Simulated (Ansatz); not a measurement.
# GaSb: the cost of one run

Computed with Ansatz 0.2.0 (DFT PBE, scalar-relativistic, plane waves, PAW, unless a step's input says otherwise).

### 1 The system as given

It takes space group R-3m (No. 166, trigonal). The conventional cell has a = 3.886 Å, b = 3.886 Å, c = 19.292 Å, α = 90.00°, β = 90.00°, γ = 120.00°. Ga (site symmetry 3m) is surrounded by 3 P at 2.40 Å and 1 Ga at 2.49 Å. Around P (site symmetry 3m) lie 1 P at 2.21 Å and 3 Ga at 2.40 Å.

Coordinates:

```
CELL_PARAMETERS angstrom
1.94302 1.12180 6.43081
-1.94302 1.12180 6.43081
0.00000 -2.24360 6.43081
ATOMIC_POSITIONS crystal
Ga 0.43537 0.43537 0.43537
Ga 0.56463 0.56463 0.56463
P 0.05739 0.05739 0.05739
P 0.94261 0.94261 0.94261
```

The structure comes from the Materials Project (structure only).

### 2 One element swapped, cell strained: P → Sb, first probe

The change: Sb takes all sites of P, and lengths are scaled by 1.084 as a first guess of the size; strain xx, yy, zz, yz, xz, xy = -3.2, -3.2, -3.2, +0.0, +0.0, +0.0 %.

File input.yaml:

```yaml
crystal:
  lattice:
    - [2.039249476, 1.1773612339, 6.7493173972]
    - [-2.039249476, 1.1773612339, 6.7493173972]
    - [0.0, -2.3547224677, 6.7493173972]
  atoms:
    - { symbol: Ga, position: [0.435372, 0.435372, 0.435372] }
    - { symbol: Ga, position: [0.564628, 0.564628, 0.564628] }
    - { symbol: Sb, position: [0.057389, 0.057389, 0.057389] }
    - { symbol: Sb, position: [0.942611, 0.942611, 0.942611] }
basis:
  ecutwfc: 420
kpoints:
  mp_grid: { grid: [6, 6, 6] }
hamiltonian:
  xc: pbe
scf:
  occupations: { method: gaussian, width: 0.1 }
output:
  forces: true
  stress: true
  eigenvalues: true
```

Command:

```
$ ansatz run input.yaml --threads 1 --pin off --max-ram 1331MiB --backend cpu --events-out ev --progress --plain --runs-dir out
```

**Question.** How long does this run take on 1 thread of an x86-64 CPU, shared host, and how much memory does it need?

About 6.9 s, with a peak of 0.49 GiB.
